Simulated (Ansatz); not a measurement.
KCl (started from an entry of an open crystallographic database), relaxed with r2SCAN, was run in Ansatz under altered settings. All numbers are computed, without spin polarisation but where a row says otherwise.

```yaml
crystal:
  lattice:
    - [3.77081, 0.00000, 0.00000]
    - [0.00000, 3.77081, 0.00000]
    - [0.00000, 0.00000, 3.77081]
  atoms:
    - { symbol: K, position: [0.00000, 0.00000, 0.00000] }
    - { symbol: Cl, position: [0.50000, 0.50000, 0.50000] }
```

The base run's other keys:
```yaml
kpoints:
  mp_grid: { grid: [6, 6, 6] }
hamiltonian:
  xc: r2scan
scf:
  occupations: { method: fixed }
  n_extra_bands: 4
```

It takes 6 iterations with 1357 plane waves at 500 eV and 20 k points, and leaves a mean stress of 0.00 GPa. The gap over this mesh is 5.803 eV. It ran on 4 threads of Arm Neoverse N1, with other jobs on the host.

Outcomes, with energy and stress as changes against the base:
```tsv
setting	outcome	ΔF (meV/atom)	Δ mean stress (GPa)	gap on the mesh (eV)	iterations	wall time
scf.mixing.preconditioner: none	converged	0.0	0.00	5.803	6	1.6 s
hamiltonian.dispersion: d3bj	converged, warned	-108	-0.67	5.803	6	1.5 s
scf.occupations: cold 0.5	converged	0.0	0.00	5.803	5	1.5 s
accuracy: low	converged	0.0	0.00	5.803	6	1.4 s
scf.mixing.beta: 0.05	converged	0.0	0.00	5.803	7	1.7 s
scf.occupations: gaussian 0.001	converged	0.0	0.00	5.803	6	1.6 s
scf.occupations: cold 0.001	converged	0.0	0.00	5.803	5	1.5 s
scf.occupations: fermi_dirac 0.5	converged	-0.6	+0.01	5.804	6	1.6 s
scf.occupations: fermi_dirac 0.001	converged	0.0	0.00	5.803	6	1.6 s
kpoints.mp_grid.grid: [2, 2, 2]	converged	+109	+1.41	5.707	6	1 s
scf.convergence.dr2_threshold: 1e-12	converged	0.0	0.00	5.803	8	1.7 s
scf.occupations: cold 0.2	converged	0.0	0.00	5.803	5	1.5 s
basis.ecutwfc: 350	converged, warned	+2.0	0.00	5.805	6	1.1 s
scf.convergence.dr2_threshold: 0.01	converged, warned	0.0	0.0	5.803	6	1.8 s
```
A dash marks a value that wasn't obtained or can't be compared. Stress is positive in compression. The base took 1.9 s.

- hamiltonian.dispersion: d3bj. The free energy moves by -108 meV an atom, the mean stress by -0.67 GPa and the gap on the mesh by 0.000 eV (to 5.803). A pairwise correction adds to energy, forces and stress and leaves the bands alone. Warned: dispersion damping borrowed.
- kpoints.mp_grid.grid: [2, 2, 2]. The free energy moves by +109 meV an atom, the mean stress by +1.41 GPa and the gap on the mesh by -0.096 eV (to 5.707). The mesh is too coarse.
- basis.ecutwfc: 350. 799 plane waves in place of 1357. The free energy moves by +2.0 meV an atom, the mean stress by 0.00 GPa and the gap on the mesh by +0.002 eV (to 5.805). The basis is too small: these are errors of the cutoff. Warned: cutoff below recommended.
- scf.convergence.dr2_threshold: 0.01. It converges in 6 iterations, as the base does. Even so loose a threshold leaves the results unchanged here, which can't be counted on. Warned: force scf threshold loose, stress scf threshold loose.

Within 1 meV an atom, 0.1 GPa and 0.005 eV of the base stay: scf.mixing.preconditioner: none; scf.occupations: cold 0.5; accuracy: low; scf.mixing.beta: 0.05; scf.occupations: gaussian 0.001; scf.occupations: cold 0.001; scf.occupations: fermi_dirac 0.5; scf.occupations: fermi_dirac 0.001; scf.convergence.dr2_threshold: 1e-12; scf.occupations: cold 0.2; scf.convergence.dr2_threshold: 0.01.
